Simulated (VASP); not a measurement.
N: electric field gradients with PBE

The system is N.

```
N
1.0
     4.74900    0.00000    0.00000
     0.00000    7.87300    0.00000
     0.00000    0.00000    3.54100
N
4
Direct
  0.02050 0.25000 0.63480
  0.97950 0.75000 0.36520
  0.47950 0.75000 0.13480
  0.52050 0.25000 0.86520
```

```
Program                : VASP 6.6.1
Task                   : electric field gradients
Functional             : PBE
Potentials or basis    : VASP PAW PBE potentials, release 64 (N)
Cutoff                 : 520 eV
k mesh                 : 6 × 4 × 8
Occupations            : fermi-dirac, width 0.03 eV
Spin                   : no spin polarisation
Dipole correction      : no
Further INCAR settings : ALGO = Fast; EDIFF = 1e-08; NBANDS = 18
```

- Pressure: -10.7 GPa
- Largest force: 0.840 eV/Å
- Band gap on the k mesh: none (metal or under the smearing width)

Forces in eV/Å, atoms in the order of the input:
```
N   -0.004  0.000  0.840
N    0.004  0.000 -0.840
N    0.004  0.000  0.840
N   -0.004  0.000 -0.840
```

Stress tensor (GPa, compression positive):
```
-25.80   0.00   0.00
  0.00  -0.85   0.00
  0.00   0.00  -5.41
```

Levels at points of the mesh, in eV from the Fermi level:
```
           k point  band 7  band 8  band 9  band 10  band 11  band 12  band 13  band 14
(0.00, 0.00, 0.00)   -0.98   -0.40    0.25     0.27     0.34     0.35     0.36     0.59
(0.50, 0.00, 0.00)   -0.40   -0.40   -0.36    -0.36     0.07     0.07     0.80     0.80
(0.00, 0.50, 0.00)   -0.71   -0.71    0.26     0.26     0.35     0.35     0.47     0.47
(0.50, 0.50, 0.00)   -0.42   -0.42   -0.15    -0.15    -0.15    -0.15     0.81     0.81
(0.00, 0.00, 0.50)   -0.91   -0.91   -0.46    -0.46    -0.02    -0.02     0.50     0.50
(0.50, 0.00, 0.50)   -1.09   -1.09   -0.12    -0.12     0.13     0.13     0.85     0.85
(0.00, 0.50, 0.50)   -0.93   -0.93   -0.41    -0.41    -0.03    -0.03     0.48     0.48
(0.50, 0.50, 0.50)   -1.13   -1.13    0.01     0.01     0.01     0.01     0.85     0.85
```

Electric field gradients, principal values (V/Å²):
```tsv
atom	Vxx	Vyy	Vzz
1 N	2.068	23.751	-25.819
2 N	2.068	23.751	-25.819
3 N	2.068	23.751	-25.819
4 N	2.068	23.751	-25.819
```

It took 76 s on 1 thread of Intel(R) Xeon(R) Platinum 8559C (Emerald Rapids), on a shared host, peak memory 0.28 GiB.

Caveat: this functional lacks dispersion, which binds the layers, so the pressure and a relaxed spacing across them are unreliable.
